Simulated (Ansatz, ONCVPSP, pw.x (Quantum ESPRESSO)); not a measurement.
# gallium: one change to the ONCV potential, in the atom and in the fcc crystal

```json
{
 "Element": "gallium (Ga)",
 "Generator": "ONCVPSP 4.0.1.1 (patched build)",
 "Type": "optimised norm-conserving Vanderbilt (ONCV)",
 "Functional": "PBEsol",
 "Relativity": "scalar-relativistic",
 "Frozen core": "[Ar] 3d10",
 "Valence charge": "3",
 "Reference configuration": "4s2 4p1",
 "Partial waves": "4s: rc 2.05 bohr, ncon 4, nbas 7, qcut 4.1 1/bohr, 2 projectors, debl 1.5 Ha; 4p: rc 2.00 bohr, ncon 4, nbas 8, qcut 4.4 1/bohr, 3 projectors, debl 2.1 Ha",
 "Local potential": "polynomial inside 1.90 bohr (lpopt 5, dvloc0 0 Ha)",
 "Core correction": "polynomial model core, fcfact 0.35"
}
```

Change: local potential polynomial inside 1.14 bohr (lpopt 5, dvloc0 0 Ha).

Cutoffs, loose and tight: the cutoffs (Ha) at which the residual kinetic energy of the hardest occupied pseudo-wave falls to 1 and 0.1 mHa per electron. They do not see the model core or the augmentation charge, which bear on the density cutoff. Test errors are all-electron minus pseudo excitation energies from the reference, over the configurations 4s2 4p0; 4s1 4p0; 4s2 4p0.5; 4s0 4p3; variants that change the core or the reference have their own tests.

Crystal test: fcc Ga in pw.x 7.5, no spin, 14³ k-points, Fermi–Dirac smearing 0.01 Ry, cutoffs set for each file from its atomic test. The reference is all-electron LAPW (Ansatz 0.2.0) with the same functional, mesh and smearing; V0 and B0 come from Birch–Murnaghan fits to the pressures at five volumes. Errors are pseudo minus all-electron; Δ is the rms difference of the E(V) curves that follow from these fits, minima aligned, over ±6 % about the mean V0. Mesh and smearing are coarse, so the numbers serve the comparison and aren't converged zero-temperature values; the lattice is a test structure that the element need not adopt.

All-electron: a0 = 4.140 Å (V0 = 17.74 Å³/atom), B0 = 60.2 GPa.

Question: Does the change bring the crystal closer to the all-electron result?

Answer: The mean pressure error goes from -16.42 to -21.53 GPa, so the change moves the solid further from the all-electron pressures. Neither pressure curve crosses zero within the volumes sampled, so no fits are given.

```tsv
quantity	base	changed
outcome (atom)	generated	generated
cutoff, loose (atom)	6.9 Ha	6.9 Ha
cutoff, tight (atom)	13 Ha	13 Ha
bound ghosts (atom)	none	none
largest test error (meV) (atom)	-202	-202
cutoffs in pw.x (Ry)	50/200	50/200
mean pressure error (GPa)	-16.42	-21.53
```

Base: This is a poor potential for the solid. The cutoffs count occupied waves only; projector 3 of the p channel, the hardest unoccupied one, needs 54 Ha at the loose tolerance. Changed file: This is a poor potential for the solid. The generator flags a localised state at positive energy (s at 28 eV). The pseudo pressure rises with volume over the whole range, a mechanical instability. The cutoffs count occupied waves only; projector 3 of the p channel, the hardest unoccupied one, needs 54 Ha at the loose tolerance.
